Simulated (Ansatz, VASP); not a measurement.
**Bi in VASP and in Ansatz**

File INCAR:

```
SYSTEM = Bi
ALGO     = Normal         ! electronic algorithm
EDIFF    = 1E-6           ! SCF threshold, eV
ENCUT    = 520            ! plane-wave cutoff, eV
GGA      = PS             ! functional
ISIF     = 2              ! what is computed and relaxed
ISMEAR   = 0              ! smearing method
LASPH    = .True.         ! aspherical terms in the spheres
LCHARG   = .False.        ! write CHGCAR
LREAL    = .False.        ! projectors in reciprocal space
LWAVE    = .False.        ! write WAVECAR
NBANDS   = 14             ! bands
NELM     = 100            ! most SCF steps
PREC     = Accurate       ! precision mode
SIGMA    = 0.1            ! smearing width, eV
```

Contents of KPOINTS:

```
k-points
0
Gamma
  14 14 14
  0 0 0
```

File POSCAR:

```
Bi
1.0
    3.1300310896      0.0000000000      0.0000000000
    0.0000000000      3.1300310896      0.0000000000
    0.0000000000      0.0000000000      3.1300310896
Bi
1
Direct
    0.5000000000      0.5000000000      0.5000000000
```

Input for Ansatz:

```yaml
crystal:
  lattice:
    - [3.1300310896, 0.0, 0.0]
    - [0.0, 3.1300310896, 0.0]
    - [0.0, 0.0, 3.1300310896]
  atoms:
    - { symbol: Bi, position: [0.5, 0.5, 0.5] }
basis:
  ecutwfc: 420
kpoints:
  mp_grid: { grid: [14, 14, 14] }
hamiltonian:
  xc: pbesol
scf:
  occupations: { method: gaussian, width: 0.1 }
output:
  forces: true
  stress: true
  eigenvalues: true
```

Alike in both runs: task single point; functional PBEsol; k mesh 14 × 14 × 14; occupations gaussian, width 0.1 eV; no spin polarisation.

```csv
,VASP,Ansatz
version,VASP 6.6.1,Ansatz 0.2.0
potentials or method,"VASP PAW PBE potentials, release 64 (Bi_d)","scalar-relativistic, plane waves, PAW"
plane-wave cutoff (eV),520,420
valence electrons in the cell,15,15
```

|  | VASP | Ansatz | Ansatz less VASP |
| --- | --- | --- | --- |
| gap on the k mesh at the Fermi level (eV) | none | none | - |
| pressure (GPa) | 5.6 | 5.6 | +0.04 |

A gap of «none» marks a metal or a gap that the smearing closes.

Caveats: the PAW data sets were made with another functional, which shifts forces and pressure a little (VASP); spin-orbit coupling is left out, which moves the levels of the heavy elements.
